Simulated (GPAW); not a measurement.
Crystal: V.

```
CELL_PARAMETERS angstrom
-1.51435 1.51435 1.51435
1.51435 -1.51435 1.51435
1.51435 1.51435 -1.51435
ATOMIC_POSITIONS crystal
V 0.00000 0.00000 0.00000
```

```yaml
Program: GPAW 26.7.0
Task: relaxation of cell and atoms
Functional: BLYP
Dispersion: D3(BJ)
Potentials_or_basis: PAW data sets generated in the run's folder for this functional
Cutoff: 600 eV
Basis: pw
k_mesh: 12 × 12 × 12
Occupations: fermi-dirac, width 0.05 eV
Spin: collinear spin, ferromagnetic start
Starting_moments: "[2.0] μB"
```

At the start: pressure -19.3 GPa; volume 13.89 Å³/atom.

How do energy, volume and symmetry change on relaxing?

Over 4 steps the energy falls by 105.0 meV/atom and the volume is 12.34 Å³/atom (-11.2 %); space group Im-3m (No. 229, to 0.05 Å); moment 0.00 μB per cell.

The path:
```
step  energy change (eV)  largest force (eV/Å)  pressure (GPa)  volume (Å³)
   1              0.0000                0.0000          -19.26        13.89
   2             -0.0868                0.0000           -8.79        12.93
   3             -0.1049                0.0000            1.18        12.27
   4             -0.1050                0.0000           -0.06        12.34
```

Final structure:
```
V
1.0
    -1.45574    1.45574    1.45574
     1.45574   -1.45574    1.45574
     1.45574    1.45574   -1.45574
V
1
Cartesian
  0.0000 0.0000 0.0000
```

Caveat: each step starts from the last one's moments, so a moment once lost doesn't come back; later steps reuse the first step's grids; the volume moved by -11 % from the deposited cell, more than functionals usually miss; pairwise dispersion overbinds metals, which lowers pressure and volume.
